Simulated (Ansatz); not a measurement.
# A series in volume scale on Re

Results calculated with Ansatz 0.2.0, not measured. Periodic Kohn-Sham DFT of a crystal at fixed atoms, scaled to volume_scale times the given cell; pressure positive in compression, energy less spherical unpolarised free atoms, largest_vzz the field gradient of largest size among the nuclei.

The cell before it is scaled or strained (space group Pm-3m, No. 221):
```
cell vectors (Å)
   2.5803     0.0000     0.0000
   0.0000     2.5803     0.0000
   0.0000     0.0000     2.5803
atoms (fractions of the cell vectors)
Re  0.00000  0.00000  0.00000
```

Settings of every row: method all-electron LAPW; functional PBE; relativity scalar; k mesh 12x12x12; filling fermi-dirac; smearing width 0.08 eV; basis error target 0.5 meV/atom; nucleus gaussian.

Atom start moment: 0 on all atoms.

Limits: no spin-orbit coupling on heavy atoms; the cell comes from a prototype or a list of computed structures and needn't be the stable phase.

```
row  volume scale  V (Å³/atom)  pressure (GPa)  energy less free atoms (eV/atom)
  1        0.9405       16.157          18.163                          -10.0977
  2          0.97       16.664               ?                                 ?
  3             1       17.179           0.034                          -10.1527
  4          1.03       17.695          -7.148                           -10.141
  5          1.06        18.21         -13.256                          -10.1079
```

Question: what pressure and energy less free atoms should row 2 give?

Worked fit of pressure. Take u = (V_r/V)^(2/3) − 1 with V_r = 17.437 Å³ an atom, which is twice the finite (Eulerian) strain; such expansions in the strain, on which the Birch-Murnaghan equation of state is built, carry the rest volume and the bulk modulus. The shown rows have u = 0.05214, 0.00999, -0.00974, -0.0285. Least squares give pressure = −3.7063 + 364.778 × u + 1047.78 × u² GPa; a straight line predicts inner rows, each left out in turn, worse (root mean square 1 against 0.024 GPa). The rows lie off it by 0.001, -0.008, 0.012, -0.005 (root mean square 0.0076 GPa). The pressure vanishes at u = 0.0099, or V = 17.18 Å³ an atom, and there the bulk modulus at fixed shape and fractions is B = −V dP/dV = (2/3)(1 + u) dP/du = 260 GPa. The withheld row has u = 0.03069, so the fit gives −3.7063 + 364.778 × (0.03069) + 1047.78 × (0.03069)² = 8.476 GPa.

The calculation gave 8.463 GPa. The fit lies 0.013 GPa (0.041 % of the column's range) above it; its largest miss of a shown row is 0.012 GPa.

Worked fit of energy less free atoms. Take u = (V_r/V)^(2/3) − 1 with V_r = 17.437 Å³ an atom, which is twice the finite (Eulerian) strain; such expansions in the strain, on which the Birch-Murnaghan equation of state is built, carry the rest volume and the bulk modulus. The shown rows have u = 0.05214, 0.00999, -0.00974, -0.0285. Least squares give energy less free atoms = −10.14976 − 0.5972 × u + 30.601 × u² eV/atom; a straight line predicts inner rows, each left out in turn, worse (root mean square 0.03 against 8.2e-05 eV/atom). All shown rows lie on it to the printed digit. Its lowest point lies at u = 0.0098, or V = 17.18 Å³ an atom, and the curvature there gives the bulk modulus at fixed shape and fractions, B = (4/9)(1 + u)² E″(u)/V = 259 GPa. The withheld row has u = 0.03069, so the fit gives −10.14976 − 0.5972 × (0.03069) + 30.601 × (0.03069)² = -10.1393 eV/atom.

The calculation gave -10.1394 eV/atom. The fit lies 0.0001 eV/atom (0.18 % of the column's range) above it, one unit of the last digit.
